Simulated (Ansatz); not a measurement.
# Al (Fm-3m) in Ansatz: further runs

Runs on Al. Level: revPBE. Tasks: single point, equation of state.

Program: Ansatz 0.2.0. These are calculated values, not measurements. Logs are shortened: lines on timing, memory, paths and dates and some standing lists are left out, and cuts for length are marked.

**Measured values to compare with.**

“The interpretation of polycrystalline coherent inelastic neutron scattering from aluminium”, 2013, pmc:3831299 quotes, for a bulk crystal of Al: bulk modulus 76.9 GPa.

How close the calculation comes is told below.

**1. The structure**

Symmetry: Fm-3m, No. 225, cubic system. The conventional cell has a = 4.050 Å, b = 4.050 Å, c = 4.050 Å, α = 90.00°, β = 90.00°, γ = 90.00°. Al (site symmetry m-3m) has 12 Al at 2.86 Å as nearest neighbours.

**2. Single point, revPBE, 15.61 Å³/atom (volume scaled by 0.94)**

Input file input.yaml:

```yaml
crystal:
  lattice:
    - [0.0, 1.9834708509, 1.9834708509]
    - [1.9834708509, 0.0, 1.9834708509]
    - [1.9834708509, 1.9834708509, 0.0]
  atoms:
    - { symbol: Al, position: [0.0, 0.0, 0.0] }
hamiltonian:
  xc: revpbe
  pseudopotentials: { kind: paw }
kpoints:
  mp_grid: { grid: [11, 11, 11] }
scf:
  occupations: { method: fermi_dirac, width: 0.05 }
output:
  forces: true
  stress: true
  eigenvalues: true
```

Potentials or basis: Ansatz PAW.

On the command line:

```
$ ansatz run input.yaml --threads 2 --pin off --max-ram 5120MiB --backend cpu --events-out ev --progress --plain --runs-dir out
```

Log:

```text
Warning: RAYON_NUM_THREADS=2 ignored (pool sized by the plan → 2); use --threads N
Engine: ansatz 0.2.0, aarch64-unknown-linux-gnu
Pseudopotentials: kind: paw
Pseudopotential: Al, paw, valence charge 3, recommended cutoff 420 eV (normal), Al.paw.azcp
Functional definition: revPBE
  parameter kappa = 1.245
  parameter beta = 0.06672455060314922
  exchange = pbe_x(kappa = kappa, mu = beta*pi^2/3)
  correlation = pbe_c(beta = beta)
Crystal: 1 atoms, lattice volume = 15.607 Å³
Basis set: ecut = 420 eV, 307 PW (Γ), exchange–correlation on 40×40×40 points (8 copies of the dense FFT grid, shifted against one another)
Bands: 6, of which v1, the nominal top of the filled ones, is band 2 counted from 1 (1 counted from 0)
Symmetry: 48 space group operations
Space group: Fm-3m (ITA 225), of the structure as read, at distance tolerance 2.5e-5 Å
k-points: 56 of 1331
Non-local potential: Al, projectors of the file, l = 0: 2, l = 1: 2, l = 2: 1
PAW form: soft (Blöchl's): semilocal exchange-correlation on the pseudo side does not see the compensation charge
PAW frozen core: Al, regenerated for the run's functional, and the local potential with it (the file was generated under x = pbe(κ = 0.804, μ = 0.2195149727645171), c = pbe(β = 0.06672455060314922))
PAW one-centre angular grid: Al, 110 points (default); XC on 64 Gauss nodes
Initial density: superposition of atomic densities (neutral atoms: chi_scale 0, normalization atom), corrected by the library's trained network
Initial wavefunctions: pseudopotential atomic-orbital guess
Functional: x = revpbe(κ = 1.245, μ = 0.2195149727645171), c = pbe(β = 0.06672455060314922)
SCF iter   1: F=—  HF=-539.610251 eV  |F-HF|=—  |Δ(HF+E_count)|=         —  Δρ=1.26e-3  dr2=2.03e-4  ethr=1.77e-3  ⟨swp⟩=4.8  Hψ=2890  notcnv=0
preconditioner: auto → none  [metal: Δε(μ)=0.087 eV  Ē_g=13.739 eV  σ=0.050 eV  W_gap=0.41  n_scr=0 (ndim 8)  ℏωp=16.3 eV  f_vac=0.000  D(μ)=0.51/eV (n_scr^D=0)]
SCF iter   2: F=—  HF=-539.610226 eV  |F-HF|=—  |Δ(HF+E_count)|=   2.53e-5  Δρ=6.07e-4  dr2=4.68e-5  ethr=6.77e-6  ⟨swp⟩=1.3  Hψ=800  notcnv=0
SCF iter   3: F=—  HF=-539.610243 eV  |F-HF|=—  |Δ(HF+E_count)|=   1.76e-5  Δρ=1.90e-5  dr2=5.08e-8  ethr=1.56e-6  ⟨swp⟩=1.6  Hψ=360  notcnv=0
iter 4 did not close the SCF: its close was put off for the readings that it lacked (scf_convergence_deferred on its scf_iter line)
SCF iter   4: F=-539.610243 eV  HF=-539.610243 eV  |F-HF|=2.69e-9  |Δ(HF+E_count)|=   9.86e-9  Δρ=5.78e-6  dr2=2.91e-9  ethr=1.69e-9  ⟨swp⟩=1.6  Hψ=348  notcnv=0
iter 5 did not close the SCF: its close was put off for the readings that it lacked (scf_convergence_deferred on its scf_iter line)
SCF iter   5: F=-539.610243 eV  HF=-539.610243 eV  |F-HF|=7.96e-13  |Δ(HF+E_count)|=   2.78e-9  Δρ=1.36e-7  dr2=1.80e-12  ethr=9.70e-11  ⟨swp⟩=1.7  Hψ=366  notcnv=0
SCF iter   6: F=-539.610243 eV  HF=-539.610243 eV  |F-HF|=0.00e0  |Δ(HF+E_count)|=  2.05e-12  Δρ=1.11e-8  dr2=1.09e-14  ethr=1.00e-12  ⟨swp⟩=2.0  Hψ=1113  notcnv=0
SCF 1 converged in 6 iterations: F = -539.610243 eV  dr2 = 1.09e-14
SCF converged after 6 iterations
Free energy (F): -539.610243 eV
Harris-Foulkes:  -539.610243 eV  (|F-HF|=0.00e0)
Internal energy: -539.606330 eV  (E = F + TS)
E sigma→0 (E₀):  -539.608286 eV
Entropy (-TS):   -0.003914 eV (-3.914 meV/atom)
Fermi energy:    8.612608 eV
--- Per-component energies (eV) ---
  E_band       = 12.096397
  E_kinetic    = 23.636882
  E_local      = 10.966026  (includes V_loc(G=0)·N_el)
  E_nonlocal   = 10.166302
  E_hartree    = 0.119398
  E_xc         = -40.182154
  E_vxc        = -29.367228  (∫ρ·V_xc dr)
  E_paw        = -469.406534  (= ΣΔE_a)
  E_vpaw       = -3.544379  (= ΣTr[D̂ρ^β])
  E_aug_tail   = -0.000001  (compensation charges beyond the density's cutoff)
  E_ewald      = -74.891887
  E_core_change = -0.014361  (= ΣΔE_core)
  E_smearing   = -0.003914  (= −TS)
  E_closure    = 0.000000  (closes the sum)
  Σ components = -539.610243   (vs F -539.610243, Δ=0.00e0)
--- Forces (eV/Å), atoms counted from 1 ---
  atom   1  Al     0.00000000     0.00000000     0.00000000
  max |Σ_I F_I| component: 3.85e-33 eV/Å
--- Stress (GPa, compression-positive) ---
        6.384860       0.000000       0.000000
        0.000000       6.384860       0.000000
        0.000000       0.000000       6.384860
  P = ⅓ Tr σ = 6.3849 GPa (63.849 kbar)
--- Band table (eV; the first three rows and the last of 56) ---
  k-point 0: bands = ["-2.9060", "21.4694", "21.4694", "21.4694", "23.5654", "23.5654"]
  k-point 1: bands = ["-2.6731", "18.6005", "20.9426", "20.9426", "24.0323", "24.4550"]
  k-point 2: bands = ["-1.9768", "14.8492", "20.2555", "20.2555", "23.7178", "25.1797"]
  k-point 55: bands = ["7.1299", "7.3883", "8.9341", "11.0420", "23.0266", "26.1182"]
```

It took 0.31 s on 2 threads of Arm Neoverse V2, shared host; peak memory 0.24 GiB.

Results:

```
Free energy            : -539.6102 eV
Pressure               : 6.4 GPa
Band gap on the k mesh : none (metal or under the smearing width)
```

Caveat: the PAW data sets come from PBE, with cores solved anew for the run's functional, which leaves a small shift of forces and pressure.

**3. Single point, revPBE, 15.94 Å³/atom (volume scaled by 0.96)**

Changes to input.yaml since step 2:

```diff
@@ -2,5 +2,5 @@
   lattice:
-    - [0.0, 1.9834708509, 1.9834708509]
-    - [1.9834708509, 0.0, 1.9834708509]
-    - [1.9834708509, 1.9834708509, 0.0]
+    - [0.0, 1.9974394157, 1.9974394157]
+    - [1.9974394157, 0.0, 1.9974394157]
+    - [1.9974394157, 1.9974394157, 0.0]
   atoms:
```

Potentials or basis: Ansatz PAW.

On the command line:

```
$ ansatz run input.yaml --threads 2 --pin off --max-ram 5120MiB --backend cpu --events-out ev --progress --plain --runs-dir out
```

Wall time 0.31 s (2 threads of Arm Neoverse V2, shared host); peak memory 0.24 GiB.

The run converged. Its results:

```yaml
Free_energy: -539.6213 eV
Pressure: 4.3 GPa
Band_gap_on_the_k_mesh: none (metal or under the smearing width)
```

Caveat: the PAW data sets come from PBE, with cores solved anew for the run's functional, which leaves a small shift of forces and pressure.

**4. Single point, revPBE, 16.27 Å³/atom (volume scaled by 0.98)**

Changes to input.yaml since step 3:

```diff
@@ -2,5 +2,5 @@
   lattice:
-    - [0.0, 1.9974394157, 1.9974394157]
-    - [1.9974394157, 0.0, 1.9974394157]
-    - [1.9974394157, 1.9974394157, 0.0]
+    - [0.0, 2.0112152952, 2.0112152952]
+    - [2.0112152952, 0.0, 2.0112152952]
+    - [2.0112152952, 2.0112152952, 0.0]
   atoms:
```

On the command line:

```
$ ansatz run input.yaml --threads 2 --pin off --max-ram 5120MiB --backend cpu --events-out ev --progress --plain --runs-dir out
```

Run time: 0.32 s. Hardware: 2 threads of Arm Neoverse V2, shared host; peak memory 0.24 GiB.

It converged, with:

| Property | Result |
| --- | --- |
| Free energy | -539.6282 eV |
| Pressure | 2.4 GPa |
| Band gap on the k mesh | none (metal or under the smearing width) |

Caveat: the PAW data sets come from PBE, with cores solved anew for the run's functional, which leaves a small shift of forces and pressure.

**5. Single point, revPBE, 16.60 Å³/atom**

Input file input.yaml:

```yaml
crystal:
  lattice:
    - [0.0, 2.024805, 2.024805]
    - [2.024805, 0.0, 2.024805]
    - [2.024805, 2.024805, 0.0]
  atoms:
    - { symbol: Al, position: [0.0, 0.0, 0.0] }
hamiltonian:
  xc: revpbe
  pseudopotentials: { kind: paw }
kpoints:
  mp_grid: { grid: [11, 11, 11] }
scf:
  occupations: { method: fermi_dirac, width: 0.05 }
output:
  forces: true
  stress: true
  eigenvalues: true
  write_density: true
  write_potential: true
  elf: true
  volumetric_format: npy
```

On the command line:

```
$ ansatz run input.yaml --threads 2 --pin off --max-ram 5120MiB --backend cpu --events-out ev --progress --plain --runs-dir out
```

Run time: 0.38 s. Hardware: 2 threads of Arm Neoverse V2, shared host; peak memory 0.24 GiB.

The run converged. Its results:

```
Free energy            : -539.6314 eV
Pressure               : 0.7 GPa
Band gap on the k mesh : none (metal or under the smearing width)
```

Caveat: the PAW data sets come from PBE, with cores solved anew for the run's functional, which leaves a small shift of forces and pressure.

**6. Single point, revPBE, 16.93 Å³/atom (volume scaled by 1.02)**

Input file input.yaml:

```yaml
crystal:
  lattice:
    - [0.0, 2.0382146954, 2.0382146954]
    - [2.0382146954, 0.0, 2.0382146954]
    - [2.0382146954, 2.0382146954, 0.0]
  atoms:
    - { symbol: Al, position: [0.0, 0.0, 0.0] }
hamiltonian:
  xc: revpbe
  pseudopotentials: { kind: paw }
kpoints:
  mp_grid: { grid: [11, 11, 11] }
scf:
  occupations: { method: fermi_dirac, width: 0.05 }
output:
  forces: true
  stress: true
  eigenvalues: true
```

Potentials or basis: Ansatz PAW.

On the command line:

```
$ ansatz run input.yaml --threads 2 --pin off --max-ram 5120MiB --backend cpu --events-out ev --progress --plain --runs-dir out
```

Run time: 0.31 s. Hardware: 2 threads of Arm Neoverse V2, shared host; peak memory 0.24 GiB.

The run converged. Its results:

- Free energy: -539.6312 eV
- Pressure: -0.8 GPa
- Band gap on the k mesh: none (metal or under the smearing width)

Caveat: the PAW data sets come from PBE, with cores solved anew for the run's functional, which leaves a small shift of forces and pressure.

**7. Single point, revPBE, 17.27 Å³/atom (volume scaled by 1.04)**

Input file input.yaml:

```yaml
crystal:
  lattice:
    - [0.0, 2.0514502267, 2.0514502267]
    - [2.0514502267, 0.0, 2.0514502267]
    - [2.0514502267, 2.0514502267, 0.0]
  atoms:
    - { symbol: Al, position: [0.0, 0.0, 0.0] }
hamiltonian:
  xc: revpbe
  pseudopotentials: { kind: paw }
kpoints:
  mp_grid: { grid: [11, 11, 11] }
scf:
  occupations: { method: fermi_dirac, width: 0.05 }
output:
  forces: true
  stress: true
  eigenvalues: true
  write_density: true
  write_potential: true
  elf: true
  volumetric_format: npy
```

On the command line:

```
$ ansatz run input.yaml --threads 2 --pin off --max-ram 5120MiB --backend cpu --events-out ev --progress --plain --runs-dir out
```

Run time: 0.38 s. Hardware: 2 threads of Arm Neoverse V2, shared host; peak memory 0.24 GiB.

It converged, with:

```yaml
Free_energy: -539.6280 eV
Pressure: -2.2 GPa
Band_gap_on_the_k_mesh: none (metal or under the smearing width)
```

Caveat: the PAW data sets come from PBE, with cores solved anew for the run's functional, which leaves a small shift of forces and pressure.

**8. Single point, revPBE, 17.60 Å³/atom (volume scaled by 1.06)**

Input file input.yaml:

```yaml
crystal:
  lattice:
    - [0.0, 2.0645171409, 2.0645171409]
    - [2.0645171409, 0.0, 2.0645171409]
    - [2.0645171409, 2.0645171409, 0.0]
  atoms:
    - { symbol: Al, position: [0.0, 0.0, 0.0] }
hamiltonian:
  xc: revpbe
  pseudopotentials: { kind: paw }
kpoints:
  mp_grid: { grid: [11, 11, 11] }
scf:
  occupations: { method: fermi_dirac, width: 0.05 }
output:
  forces: true
  stress: true
  eigenvalues: true
```

On the command line:

```
$ ansatz run input.yaml --threads 2 --pin off --max-ram 5120MiB --backend cpu --events-out ev --progress --plain --runs-dir out
```

It took 0.31 s on 2 threads of Arm Neoverse V2, shared host; peak memory 0.24 GiB.

It converged, with:

- Free energy: -539.6222 eV
- Pressure: -3.4 GPa
- Band gap on the k mesh: none (metal or under the smearing width)

Caveat: the PAW data sets come from PBE, with cores solved anew for the run's functional, which leaves a small shift of forces and pressure.

**9. Equation of state, revPBE**

Potentials or basis: Ansatz PAW.

No new run: the results of the series are fitted here.

Results:

| Item | Value |
| --- | --- |
| Equilibrium volume | 16.75 Å³/atom |
| Bulk modulus | 77 GPa |
| Pressure derivative of the bulk modulus | 4.4 |

Energy against volume, from the lowest point:
```csv
volume (Å³/atom),energy (meV/atom)
15.607,21.13
15.939,10.10
16.271,3.19
16.603,0.00
16.935,0.17
17.267,3.32
17.599,9.18
```

Caveat: the potentials were made for another functional, which shifts forces and pressure.

**10. Against experiment**

Step 9. A measured bulk modulus of Al is 76.9 GPa (quoted in “The interpretation of polycrystalline coherent inelastic neutron scattering from aluminium”, 2013, pmc:3831299); the calculated 77 GPa misses it by +0.7 %. The fit is for a static lattice scaled at fixed shape and fixed fractional positions. The cell as given is a measured one (16.60 Å³/atom); revPBE puts the equilibrium volume +0.9 % from it, thermal expansion not counted.
